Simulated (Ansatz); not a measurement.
Input of an Ansatz 0.2.0 run:

input.yaml

```yaml
crystal:
  lattice:
    - [4.9976023358, 0.0, 0.0]
    - [-2.4988011679, 4.3280505808, 0.0]
    - [0.0, 0.0, 4.11576135]
  atoms:
    - { symbol: Ge, position: [0.6666666667, 0.3333333333, 0.5] }
    - { symbol: Ge, position: [0.3333333333, 0.6666666667, 0.5] }
    - { symbol: Ge, position: [0.0, 0.0, 0.0] }
    - { symbol: Fe, position: [0.0, 0.5, 0.0], spin: 3.0 }
    - { symbol: Fe, position: [0.5, 0.5, 0.0], spin: 3.0 }
    - { symbol: Fe, position: [0.5, 0.0, 0.0], spin: 3.0 }
hamiltonian:
  xc: r2scan
  pseudopotentials: { kind: paw }
magnetization:
  spin_polarized: true
kpoints:
  mp_grid: { grid: [6, 6, 7] }
  band_path:
    path:
      - [[0.0, 0.0, 0.0], [0.5, 0.0, 0.0], [0.3333333333, 0.3333333333, 0.0], [0.0, 0.0, 0.0], [0.0, 0.0, 0.5], [0.5, 0.0, 0.5], [0.3333333333, 0.3333333333, 0.5], [0.0, 0.0, 0.5]]
      - [[0.5, 0.0, 0.5], [0.5, 0.0, 0.0]]
      - [[0.3333333333, 0.3333333333, 0.0], [0.3333333333, 0.3333333333, 0.5]]
    npoints: 14
scf:
  occupations: { method: fermi_dirac, width: 0.05 }
  n_extra_bands: 15
output:
  forces: true
  stress: true
  eigenvalues: true
  fatbands: false
```

Potentials or basis: Ansatz PAW.

Launch:

```console
$ ansatz run input.yaml --threads 2 --pin off --max-ram 5632MiB --backend cpu --events-out ev --progress --plain --runs-dir out
```

Task: Predict the band gap on the k mesh.

Result: None (metal or under the smearing width).

Task: Estimate the net moment.

Result: 6.61 μB per cell.

Task: Predict the absolute moment.

Result: 7.79 μB per cell.

Task: Estimate the site moments.

Result: Ge -0.06, -0.10; Fe +2.37 μB.

Stress tensor (GPa, compression positive):
```
-0.94  0.00  0.00
 0.00 -0.94  0.00
 0.00  0.00 -0.63
```

Caveat: the magnetic or orbital state may not be the lowest; the PAW data sets come from PBE, with cores solved anew for the run's functional, which leaves a small shift of forces and pressure.
